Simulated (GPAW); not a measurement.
# AlN (P6_3mc) in GPAW: settings compared

The runs below take AlN through band structure, with SOGGA, PBEsol.

All numbers are computed with GPAW 26.7.0; they aren't measurements. Logs are shortened: lines on timing, memory, paths and dates and some standing lists are left out, and cuts for length are marked. The log counts tension as positive stress, the text compression.

**Measured values to compare with.**

“Structural and optical properties of self-assembled AlN nanowires grown on SiO2/Si substrates by molecular beam epitaxy”, 2024, arxiv:2402.00216 quotes, for a bulk crystal of AlN at 0 K: band gap 6.0343 eV (an exciton energy, a little under the gap).

“Self-assembly of well-separated AlN nanowires directly on sputtered metallic TiN films”, 2019, arxiv:1910.07391 quotes, for a bulk crystal of AlN at 10 K: band gap 6.034 eV (an exciton energy, a little under the gap).

The runs below are set against these values where they give the same quantity.

**1. The crystal as given**

The structure is hexagonal, space group P6_3mc (No. 186). The conventional cell has a = 3.113 Å, b = 3.113 Å, c = 4.981 Å, α = 90.00°, β = 90.00°, γ = 120.00°. Al (site symmetry 3m) has 4 N at 1.89 Å as nearest neighbours. N (site symmetry 3m) has 4 Al at 1.89 Å as nearest neighbours.

**2. Band structure, SOGGA**

The input, run.py:

```python
from ase.dft.bandgap import bandgap
from ase.io import read, write
from ase.units import GPa
from gpaw import GPAW, PW, setup_paths

setup_paths.insert(0, '.')

atoms = read('AlN.cif')

calc = GPAW(mode=PW(800),
            xc='GGA_X_SOGGA+GGA_C_PBE_SOL',
            kpts={'size': (7, 7, 4), 'gamma': True},
            occupations={'name': 'fermi-dirac', 'width': 0.05},
            nbands=18,
            convergence={'density': 1e-05, 'energy': 1e-05},
            maxiter=150,
            txt='gpaw.txt')
atoms.calc = calc
energy = atoms.get_potential_energy()
forces = atoms.get_forces()
stress = atoms.get_stress()
calc.write('gs.gpw')
write('result.traj', atoms)
print(f'Energy: {energy:.6f} eV')
print('Forces (eV/A):')
print(forces.round(4))
print('Stress (GPa):', (stress / GPa).round(3))
print('Fermi level:', round(calc.get_fermi_level(), 4), 'eV')
print(f'Gap: {bandgap(calc)[0]:.4f} eV, direct: {bandgap(calc, direct=True)[0]:.4f} eV')

path = atoms.cell.bandpath('GMKGALHA,LM,KH', npoints=100, eps=1e-4)
bs_calc = calc.fixed_density(kpts=path, symmetry='off', nbands=29,
                             convergence={'bands': 'CBM+6.0', 'eigenstates': 1e-6}, txt='bands.txt')
bs = bs_calc.band_structure()
bs.write('bs.json')
print(f'Gap on the path: {bandgap(bs_calc)[0]:.4f} eV')
```

The input, AlN.cif:

```cif
data_AlN
_cell_length_a 3.11300000
_cell_length_b 3.11300000
_cell_length_c 4.98100000
_cell_angle_alpha 90.00000000
_cell_angle_beta 90.00000000
_cell_angle_gamma 120.00000000
_space_group_name_H-M_alt 'P6_3mc'
_space_group_name_Hall 'P 6c -2c'
_space_group_IT_number 186
loop_
_space_group_symop_operation_xyz
'x,y,z'
'x-y,x,z+1/2'
'-y,x-y,z'
'-x,-y,z+1/2'
'-x+y,-x,z'
'y,-x+y,z+1/2'
'y,x,z+1/2'
'x,x-y,z'
'x-y,-y,z+1/2'
'-y,-x,z'
'-x,-x+y,z+1/2'
'-x+y,y,z'
loop_
_atom_site_label
_atom_site_type_symbol
_atom_site_symmetry_multiplicity
_atom_site_Wyckoff_symbol
_atom_site_fract_x
_atom_site_fract_y
_atom_site_fract_z
_atom_site_occupancy
Al1 Al 2 b 0.6666666667 0.3333333333 0.5000000000 1
N1 N 2 b 0.6666666667 0.3333333333 0.8800000000 1
```

Potentials or basis: PAW data sets generated in the run's folder for this functional, pw.

Command:

```sh
$ gpaw-setup -f GGA_X_SOGGA+GGA_C_PBE_SOL Al N
$ OMP_NUM_THREADS=1 python run.py
```

gpaw.txt:

```text
__  _  _
 | _ |_)|_||  |
 |__||  | ||/\| - 26.7.0

Input parameters:
  mode=PW(ecut=800.0),
  convergence={'density': 1e-05, 'energy': 1e-05},
  kpts=MonkhorstPack(size=(7, 7, 4), gamma=True),
  maxiter=150,
  nbands=18,
  occupations=Occupations(name='fermi-dirac', width=0.05),
  xc=XC(name='GGA_X_SOGGA+GGA_C_PBE_SOL')

Diagonalizing LCAO Hamiltonian
Converting LCAO to pw mode

           N

           Al
        N

        Al

Atoms  # Å, Bohr magnetons
|   | symbol |        x |        y |        z |    initial magnetic moments |
|---|--------|----------|----------|----------|-----------------------------|
| 0 |     Al | 1.556500 | 0.898646 | 2.490500 | ( 0.0000,  0.0000,  0.0000) |
| 1 |     Al | 0.000000 | 1.797291 | 0.000000 | ( 0.0000,  0.0000,  0.0000) |
| 2 |      N | 1.556500 | 0.898646 | 4.383280 | ( 0.0000,  0.0000,  0.0000) |
| 3 |      N | 0.000000 | 1.797291 | 1.892780 | ( 0.0000,  0.0000,  0.0000) |

Unit cell  # Å
| periodic |         x |        y |        z |  lengths |     angles |
|----------|-----------|----------|----------|----------|------------|
|      yes |  3.113000 | 0.000000 | 0.000000 | 3.113000 |  90.000000 |
|      yes | -1.556500 | 2.695937 | 0.000000 | 3.113000 |  90.000000 |
|      yes |  0.000000 | 0.000000 | 4.981000 | 4.981000 | 120.000000 |

Number of symmetries: 6
Symmetry operations  # r_c * U_cc + t_c -> r_c
|   | kind |            matrix            |
|---|------|------------------------------|
| 0 |  σ   |  1, 1, 0,  0,-1, 0,  0, 0, 1 |
| 1 |  E   |  1, 0, 0,  0, 1, 0,  0, 0, 1 |
| 2 |  C3  |  0, 1, 0, -1,-1, 0,  0, 0, 1 |
| 3 |  σ   |  0,-1, 0, -1, 0, 0,  0, 0, 1 |
| 4 |  σ   | -1, 0, 0,  1, 1, 0,  0, 0, 1 |
| 5 |  C3  | -1,-1, 0,  1, 0, 0,  0, 0, 1 |

BZ-sampling:
  Number of BZ points: 196
  Number of IBZ points: 28

  Monkhorst-Pack size: [7, 7, 4]
  Monkhorst-Pack shift: [0.0, 0.0, 0.125]

K-points  # in reciprocal-cell coordinates
|     |                                coordinates |     weight |
|-----|--------------------------------------------|------------|
|   0 | (  0.00000000,   0.00000000,   0.00000000) | 0.00510204 |
|   1 | (  0.00000000,   0.00000000,   0.25000000) | 0.01020408 |
|   2 | (  0.00000000,   0.00000000,   0.50000000) | 0.00510204 |
|   3 | (  0.14285714,   0.00000000,  -0.25000000) | 0.03061224 |
|   4 | (  0.14285714,   0.00000000,   0.00000000) | 0.03061224 |
|   5 | (  0.14285714,   0.00000000,   0.25000000) | 0.03061224 |
|   6 | (  0.14285714,   0.00000000,   0.50000000) | 0.03061224 |
|   7 | (  0.28571429,  -0.14285714,   0.00000000) | 0.03061224 |
|   8 | (  0.28571429,  -0.14285714,   0.25000000) | 0.06122449 |
|   9 | (  0.28571429,  -0.14285714,   0.50000000) | 0.03061224 |
| ... |                                            |            |
|  27 | (  0.42857143,   0.42857143,   0.50000000) | 0.03061224 |

Plane wave coefficients: 2177
Cutoff: 800.0 eV

Spin-components: 1 (collinear spins)
Bands:           18
Projectors:      20
Spin-degeneracy: 2
Datatype:        complex128

Parallelization:
  kpt:    1
  domain: 1
  band:   1

Density:
  Valence electrons: 16.0
  Components: 1
  Grid points: [21 21 35]
  Charge: 0.0  # |e|

Potential:
  Grid points: [21 21 35]

species:
  Al:
    name:    Aluminium
    Z:       13.0
    valence: 3
    core:    10
    charge:  0.0  # [|e|]
    compensation charges:
      type: gauss
      rc: 0.34  # [Å]
      lmax: 2
    cutoffs:
      filter: 1.91  # [Å]
      core: 2.36  # [Å]
    projectors
    | kind |    occ | energy [eV] | rcut [Å] |
    |------|--------|-------------|----------|
    |   3s |  2.000 |      -7.723 |    1.085 |
    |   3p |  1.000 |      -2.697 |    1.085 |
    |    s |        |      19.488 |    1.085 |
    |    p |        |      24.514 |    1.085 |
    |    d |        |       0.000 |    1.085 |

    Using partial waves for Al as LCAO basis

  N:
    name:    Nitrogen
    Z:       7.0
    valence: 5
    core:    2
    charge:  0.0  # [|e|]
    compensation charges:
      type: gauss
      rc: 0.18  # [Å]
      lmax: 2
    cutoffs:
      filter: 1.11  # [Å]
      core: 0.96  # [Å]
    projectors
    | kind |    occ | energy [eV] | rcut [Å] |
    |------|--------|-------------|----------|
    |   2s |  2.000 |     -18.459 |    0.603 |
    |   2p |  3.000 |      -7.049 |    0.529 |
    |    s |        |       8.752 |    0.603 |
    |    p |        |      20.162 |    0.529 |
    |    d |        |       0.000 |    0.577 |

    Using partial waves for N as LCAO basis

Reference energy: -16131.446655  # eV

eigensolver:
  PPCG
  Converge bands: occupied
  niter=2

density mixing:
  MSR1-Mixer
  Pratt-step length: 0.05
  Maximum mixing coefficient: 0.75
  Old densities: 10
  SVD Regularization: 0.005
  Good broyden scale: 1.0
  Trust region scale: 1.0
  Backstep threshold: 4.0
  History deletion threshold: 6.0
  Fourier metric: weight=20.0, sigma=0.015

occupation numbers:
  Fermi-Dirac:
    width: 0.0500  # eV

poisson solver:
  ecut: 6400.0  # eV

xc functional:
  name: GGA_X_SOGGA+GGA_C_PBE_SOL with 2 nearest neighbor stencil

convergence criteria:
- Maximum integral of absolute [dens]ity change: 1e-05 electrons / valence electron
- Maximum [total energy] change in last 3 cyles: 1e-05 eV / valence electron
- Maximum integral of absolute [eigenst]ate change: 4e-08 eV^2 / valence electron
maximum number of iterations: 150

SCF iterations
|iter     | |      energy | eigst |  dens |
|---------|-|-------------|-------|-------|
|iter:   1| |  -35.392391 | -0.24 |       |
|iter:   2| |  -34.382972 | -2.05 | -0.56 |
|iter:   3| |  -31.434711 | -0.79 | -0.61 |
|iter:   4| |  -31.437336 | -2.90 | -1.25 |
|iter:   5| |  -31.441773 | -3.49 | -1.56 |
|iter:   6| |  -31.441840 | -5.69 | -2.80 |
|iter:   7| |  -31.441853c| -6.46 | -3.19 |
|iter:   8| |  -31.441853c| -8.02c| -4.36 |
|iter:   9| |  -31.441853c| -7.71c| -4.69 |
|iter:  10| |  -31.441853c| -8.60c| -5.09c|

Converged in 10 steps
Energy contributions relative to reference atoms: (reference = -16131.446655)

Energy contributions:
  Kinetic:          35.339105
  Coulomb:         -30.853406
  Zero:              0.158353
  External:          0.000000
  Xc:              -36.085906
  Entropy:          -0.000000
  Spinorbit:         0.000000
  ----------------------------
  Free energy:     -31.441853
  Extrapolated:    -31.441853

dipole moment: (-0.000000, -0.000001, -6.834889)  # |e|*Ang

Fermi level: 6.958
Eigenvalues  # (at kpt = [0.000, 0.000, 0.000])
| band index |      eig [eV] | occ [0-2] |
|------------|---------------|-----------|
|          0 |        -9.112 |     2.000 |
|          1 |        -6.920 |     2.000 |
|          2 |        -0.022 |     2.000 |
|          3 |         5.186 |     2.000 |
|          4 |         5.186 |     2.000 |
|          5 |         5.846 |     2.000 |
|          6 |         5.846 |     2.000 |
|          7 |         6.026 |     2.000 |
|          8 |        10.182 |     0.000 |
|          9 |        12.594 |     0.000 |
|         10 |        16.536 |     0.000 |
|         11 |        17.065 |     0.000 |
|         12 |        17.065 |     0.000 |
|         13 |        19.063 |     0.000 |
|         14 |        19.083 |     0.000 |
|         15 |        19.083 |     0.000 |
|        ... |               |           |
|         17 |        20.680 |     0.000 |

Gap: 4.157 eV
Transition (v -> c):
  (s=0, k=0, n=7, [0.00, 0.00, 0.00]) -> (s=0, k=0, n=8, [0.00, 0.00, 0.00])
No difference between direct/indirect transitions

Forces  # eV/Ang
|        x |        y |        z |
|----------|----------|----------|
|  0.00000 |  0.00000 | -0.13300 |  # Al   0
| -0.00000 |  0.00000 | -0.13300 |  # Al   1
| -0.00000 |  0.00000 |  0.13330 |  # N    2
|  0.00000 | -0.00000 |  0.13303 |  # N    3

Stress tensor  # eV/Ang^3
|         x |         y |         z |
|-----------|-----------|-----------|
| -0.001905 |  0.000000 | -0.000000 |
| -0.000000 | -0.001905 | -0.000000 |
| -0.000000 | -0.000000 | -0.011218 |

# Writing to gs.gpw (mode='')
```

Wall time 41 s (1 thread of AMD EPYC 9R14 (Zen 4), shared host); peak memory 0.35 GiB.

Results:

```yaml
Free_energy: -31.4419 eV
Pressure: 0.8 GPa
Largest_force: 0.133 eV/Å
Band_gap_on_the_k_mesh: 4.16 eV, direct
Band_gap_along_the_path: 4.16 eV, direct
```

Forces on the atoms (eV/Å):
```
Al   0.000  0.000 -0.133
Al   0.000  0.000 -0.133
N    0.000  0.000  0.133
N    0.000  0.000  0.133
```

Levels at the corners of the path, in eV from the valence-band top:
```
point  band 6  band 7  band 8  band 9  band 10  band 11
    Γ   -0.18   -0.18    0.00    4.16     6.57    10.51
    M   -2.08   -1.80   -0.66    5.68     5.68     8.11
    K   -2.45   -2.40   -2.40    4.89     8.25     9.59
    Γ   -0.18   -0.18    0.00    4.16     6.57    10.51
    A   -0.52   -0.52   -0.52    6.39     6.39    10.23
    L   -1.45   -1.37   -1.37    5.19     5.19     9.16
    H   -3.89   -0.79   -0.79    7.30     7.30     7.75
    A   -0.52   -0.52   -0.52    6.39     6.39    10.23
    L   -1.45   -1.37   -1.37    5.19     5.19     9.16
    M   -2.08   -1.80   -0.66    5.68     5.68     8.11
    K   -2.45   -2.40   -2.40    4.89     8.25     9.59
    H   -3.89   -0.79   -0.79    7.30     7.30     7.75
```

(Continued in part 2 of 2.)
